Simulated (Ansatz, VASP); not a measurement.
GaAs: VASP beside Ansatz

Contents of INCAR:

```
PREC     = Accurate       # precision mode
ENCUT    = 520            # plane-wave cutoff, eV
EDIFF    = 1E-6           # SCF threshold, eV
ISMEAR   = -1             # smearing method
SIGMA    = 0.05           # smearing width, eV
LREAL    = False          # projectors in reciprocal space
LASPH    = True           # aspherical terms in the spheres
NELM     = 80             # most SCF steps
ALGO     = Normal         # electronic algorithm
ISIF     = 2              # what is computed and relaxed
LWAVE    = False          # write WAVECAR
LCHARG   = True           # write CHGCAR
GGA      = PE             # functional
LELF     = True           # ELF
LVHAR    = True         
NBANDS   = 16             # bands
```

KPOINTS

```
Automatic mesh
0
Gamma
  13 13 13
```

File POSCAR:

```
GaAs
1.0
    0.0000000000      2.5748223096      2.5748223096
    2.5748223096      0.0000000000      2.5748223096
    2.5748223096      2.5748223096      0.0000000000
Ga As
1 1
Direct
    0.0000000000      0.0000000000      0.0000000000
    0.2500000000      0.2500000000      0.2500000000
```

Input for Ansatz:

```yaml
crystal:
  lattice:
    - [0.0, 2.5748223096, 2.5748223096]
    - [2.5748223096, 0.0, 2.5748223096]
    - [2.5748223096, 2.5748223096, 0.0]
  atoms:
    - { symbol: Ga, position: [0.0, 0.0, 0.0] }
    - { symbol: As, position: [0.25, 0.25, 0.25] }
kpoints:
  mp_grid: { grid: [13, 13, 13] }
scf:
  occupations: { method: fermi_dirac, width: 0.05 }
hamiltonian:
  xc: pbe
  pseudopotentials: { kind: all_electron, lapw: { basis_error: 0.001 } }
output:
  forces: true
  stress: true
  eigenvalues: true
  populations: true
```

Change from the starting cell: volume scaled by 0.72, LAPW.

Alike in both runs: task single point; functional PBE; k mesh 13 × 13 × 13; occupations fermi-dirac, width 0.05 eV; no spin polarisation.

```csv
,VASP,Ansatz
version,VASP 6.6.1,Ansatz 0.2.0
potentials or method,"VASP PAW PBE potentials, release 64 (Ga_d, As)","all-electron LAPW, scalar-relativistic"
plane-wave cutoff (eV),520,see its input
```

|  | VASP | Ansatz | Ansatz less VASP |
| --- | --- | --- | --- |
| pressure (GPa) | 42.9 | 42.4 | -0.49 |

Ansatz ran all-electron here, so the differences hold the error of VASP's frozen core and of both bases.

Caveats: so large a pressure means that the cell lies far from this level's equilibrium, or that cutoff or potentials fall short (VASP); an odd mesh through Γ misses points on the zone boundary, where band edges often lie.
